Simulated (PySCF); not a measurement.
Molecule: phenylacetylene (SMILES c1c(C#C)cccc1).

Structure with atom numbers: `[CH:1]#[C:2][c:3]1[cH:4][cH:5][cH:6][cH:7][cH:8]1` (H(Xn): hydrogen on atom n).

Spin–spin couplings on one PBE0-D3(BJ)/def2-SVP geometry, PySCF, gas phase, non-relativistic, equivalent pairs averaged (without the spin–dipole term); isotopes 1H; functional B3LYP.

Reference values (Hz): 3J(H(C4),H(C5)) = 7.8 (measured; solution (compiled); Pretsch, Buehlmann, Badertscher, Structure Determination of Organic Compounds, 4th ed., Springer 2009); 3J(H(C5),H(C6)) = 7.6 (measured; solution (compiled); Pretsch, Buehlmann, Badertscher, Structure Determination of Organic Compounds, 4th ed., Springer 2009).

How do the couplings (Hz) change with the basis set? Times are CPU seconds on 1 thread of an Arm Neoverse V1, shared host. Far from the basis limit: 6-31G-J, pcJ-0, 6-31G*, def2-TZVP, cc-pVTZ.

Answers


```
basis set  functions  3J(H(C4),H(C5))  3J(H(C5),H(C6))  mean abs. error  core-s
  6-31G-J        120              9.4              9.1              1.5      13
    pcJ-0        122              7.6              7.4              0.2      13
   6-31G*        124              7.4              7.1              0.5      14
    pcJ-1        276              8.7              8.4              0.8      51
def2-TZVP        284              6.7              6.4              1.1      51
  cc-pVTZ        324              6.9              6.6              0.9      62
```

Errors compare magnitudes, without vibrational corrections, and the largest couplings weigh most in the mean. Closest: pcJ-0; furthest: 6-31G-J.

The Fermi-contact term samples the wavefunction at the nucleus, which is why sets with added tight s functions (names with J) are made for couplings. Agreement of an ordinary basis with the reference is then largely a cancellation of errors.
